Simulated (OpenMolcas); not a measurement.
# How basis sets differ on C4H10Zn (SMILES CC[Zn]CC)

The species is C4H10Zn (15 atoms), meant as a singlet with charge 0. As SMILES, `CC[Zn]CC`. The shape is that of a PBE0-D4/def2-TZVP optimisation.

| atom | x (Å) | y (Å) | z (Å) |
| --- | --- | --- | --- |
| C | 0.2353 | 1.9802 | 1.8074 |
| C | 1.0390 | 0.6861 | 1.6791 |
| Zn | 0.5213 | -0.4799 | 0.1939 |
| C | 0.0004 | -1.6428 | -1.2926 |
| C | -1.1573 | -1.1316 | -2.1501 |
| H | -0.8305 | 1.7866 | 1.9579 |
| H | 0.5703 | 2.5897 | 2.6540 |
| H | 0.3201 | 2.6047 | 0.9136 |
| H | 0.9618 | 0.1052 | 2.6055 |
| H | 2.1048 | 0.9179 | 1.5687 |
| H | -0.2478 | -2.6271 | -0.8786 |
| H | 0.8856 | -1.8050 | -1.9186 |
| H | -0.9296 | -0.1665 | -2.6116 |
| H | -1.4024 | -1.8231 | -2.9640 |
| H | -2.0707 | -0.9944 | -1.5645 |

Quantity: the HOMO–LUMO gap, in eV. The values are calculated.

```csv
level,kind,program,value (eV),CPU time
HF/ANO-RCC-MB (DKH2),Hartree–Fock,OpenMolcas,12.79,7.7 s
HF/STO-3G,Hartree–Fock,OpenMolcas,8.73,4 s
HF/3-21G,Hartree–Fock,OpenMolcas,11.10,5.9 s
HF/6-31G* (spherical functions),Hartree–Fock,OpenMolcas,11.37,23 s
```

The values span 8.73 to 12.79 eV. A Hartree–Fock LUMO above zero doesn't converge with the basis: it sinks as sets grow more diffuse. Orbital gaps aren't excitation energies. Times are those of the runs behind each value, whatever else they computed, on shared processors of several kinds: orders of magnitude only.
